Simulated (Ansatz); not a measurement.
## Two inputs for PbF₂

Cell: a structure deposited in the COD, its atoms then relaxed with PBE in this cell.

Space group Pnma (No. 62); a = 6.4269, b = 3.8910, c = 7.6357 Å.

```csv
site,Wyckoff,site symmetry,x,y,z
Pb,4c,.m.,0.7447,0.7500,0.1063
F5,4c,.m.,0.1409,0.7500,0.0667
F9,4c,.m.,0.5260,0.7500,0.8430
```

One atom of each set is listed.

Reference run. Method: Kohn–Sham DFT in Ansatz, PBE, plane waves and PAW, scalar-relativistic, 420 eV cutoff, Γ-centred 3×5×3 k-points, Fermi–Dirac smearing 0.02 eV.

(1) The input is changed as follows: `scf.occupations.width`: 0.02 → 0.01; `scf.mixing.algorithm`: not typed → broyden; `scf.mixing.beta`: not typed → 0.2; `kpoints.mp_grid.grid`: [3, 5, 3] → [2, 2, 2]. What happens to V_zz (10²¹ V/m²) and η?

## Answers

(1) 

```tsv
site	V_zz reference	η reference	V_zz changed	η changed
Pb	-3.96	0.59	-3.95	0.62
F5	-1.87	0.54	1.92	0.96
F9	-0.94	0.98	1.12	0.20
```

The largest change of V_zz along a kept axis is on Pb, from -3.96 to -3.95. The whole tensor moves most on F5, by 0.50 along its most changed direction. On F5, F9 the largest principal value lies along another axis in the second run, so the two V_zz can't be compared directly. In the changed run the k-mesh is coarser than the standard one, so its values aren't converged ones.

On the reference run: Spin–orbit coupling is left out, which shifts gradients on Pb by a few per cent, and by more where contributions nearly cancel.
